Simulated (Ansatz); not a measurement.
A surface is cut from this relaxed crystal of BiTe:

```cif
data_structure
_symmetry_space_group_name_H-M 'Fm-3m'
_symmetry_Int_Tables_number 225
_cell_length_a 6.5024
_cell_length_b 6.5024
_cell_length_c 6.5024
_cell_angle_alpha 90.000
_cell_angle_beta 90.000
_cell_angle_gamma 90.000
_cell_volume 274.93
loop_
_atom_site_label
_atom_site_type_symbol
_atom_site_symmetry_multiplicity
_atom_site_Wyckoff_symbol
_atom_site_fract_x
_atom_site_fract_y
_atom_site_fract_z
_atom_site_occupancy
Bi1 Bi 4 a 0.00000 0.00000 0.00000 1
Te1 Te 4 b 0.50000 0.00000 0.00000 1
```

Miller indices refer to the conventional cell of Fm-3m (No. 225), a = 6.502 Å, b = 6.502 Å, c = 6.502 Å, α = 90.00°, β = 90.00°, γ = 90.00°.

The (111) slab of 5 planes, 7.5 Å thick with 15 Å of vacuum as cut; outer planes Bi (top) and Bi (bottom).

These are results of DFT PBE, scalar-relativistic, plane waves, PAW in Ansatz 0.2.0, not measurements. Plane waves to 420 eV, a k mesh through Γ of 9×9×1 on the computed 5-atom cell and Gaussian smearing (0.10 eV); no spin polarisation. A dipole correction removes the field between periodic images along c.

The slab isn't stoichiometric (Bi3Te2), so its surface energy depends on the chemical potentials; it is given with the excess atoms taken from the element's standard state, a limit at which the compound may itself be unstable, so the figure can be too low. The slab's middle planes relax by over 3 % too, so it holds no bulk-like region.

Results for the relaxed slab:

- Surface energy with the excess atoms taken from the elements: 0.77 J/m²
- Work function: 4.24 eV

Relaxation lowers the energy by 0.029 J/m² a face; the largest move is 0.138 Å.

| plane (bottom to top) | atoms | spacing to next, bulk (Å) | relaxed (Å) | change (%) |
| --- | --- | --- | --- | --- |
| 1 | Bi | 1.877 | 1.742 | -7.2 |
| 2 | Te | 1.877 | 2.015 | +7.4 |
| 3 | Bi | 1.877 | 2.015 | +7.4 |
| 4 | Te | 1.877 | 1.742 | -7.2 |
| 5 | Bi |  |  |  |

Spin-orbit coupling is left out, which matters for the bands of heavy elements.